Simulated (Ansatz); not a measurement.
# How K stores the work of compression

Level of theory: DFT PBE, scalar-relativistic, plane waves, PAW (Ansatz 0.2.0). (420 eV cutoff, 12×12×12 k-mesh, Gaussian smearing of 0.10 eV, no spin polarisation)

Reference structure (relaxed):

```yaml
crystal:
  lattice:
    - [2.35972, 1.36238, 11.48120]
    - [-2.35972, 1.36238, 11.48120]
    - [0.00000, -2.72477, 11.48120]
  atoms:
    - { symbol: K, position: [0.00000, 0.00000, 0.00000] }
    - { symbol: K, position: [0.77779, 0.77779, 0.77779] }
    - { symbol: K, position: [0.22221, 0.22221, 0.22221] }
```

Cell and atoms were relaxed at each target pressure within the start's symmetry (R-3m), at zero temperature; other phases can be more stable under pressure. H = E + PV with P the target; E is the free energy at the smearing used, whose derivative the pressure is, per atom and counted from zero pressure. The mesh named is that at zero pressure; some other pressures ran on another.

```
P (GPa) V (Å³/atom) E − E0 (meV) H − H0 (meV)
      0       73.820           0.0           0.0
      2       54.189          95.7         772.2
      5       43.728         310.1        1674.8
     10       35.513         680.9        2897.4
     20       27.243        1422.5        4823.2
     40       18.116        3087.6        7610.5
```

Question: Thermodynamics gives dH/dP = V along a relaxed path. Integrate V over P by the trapezoid rule and compare with the computed enthalpies.

Answer: With 1 eV/Å³ = 160.22 GPa, each step adds the mean volume times ΔP / 160.22:
| P (GPa) | ∫V dP (meV) | H − H0 (meV) | difference (meV) |
| --- | --- | --- | --- |
| 2 | 799.0 | 772.2 | 26.8 |
| 5 | 1715.7 | 1674.8 | 40.9 |
| 10 | 2952.2 | 2897.4 | 54.7 |
| 20 | 4910.6 | 4823.2 | 87.4 |
| 40 | 7741.7 | 7610.5 | 131.2 |

V(P) curves upward, so the trapezoid rule runs high; integrating a smooth curve through the same points puts that excess at about 121.3 meV at 40 GPa, against the 131.2 meV found. What is left comes from the shape of V(P) between points this far apart, and from the mesh, the smearing and the stress tolerance.

Question: At 40 GPa, how much of the enthalpy change is stored energy and how much is the PV term?

Answer: E rises by 3088 meV/atom and PV is 40 × 18.116 / 160.22 = 4523 meV/atom, so PV makes 59 % of ΔH. So between rival structures at high pressure a small difference in volume can outweigh the difference in energy: 1 % of this volume is worth 45.2 meV/atom at this pressure.

Question: What bulk modulus do the lowest pressures give?

Answer: From the pressures that the runs reached, 0.01 GPa (73.820 Å³) and 1.99 GPa (54.189 Å³), B = −ΔP/Δln V = 1.98 / 0.3092 = 6 GPa, a mean over that range.

This form isn't the element's structure at ambient conditions.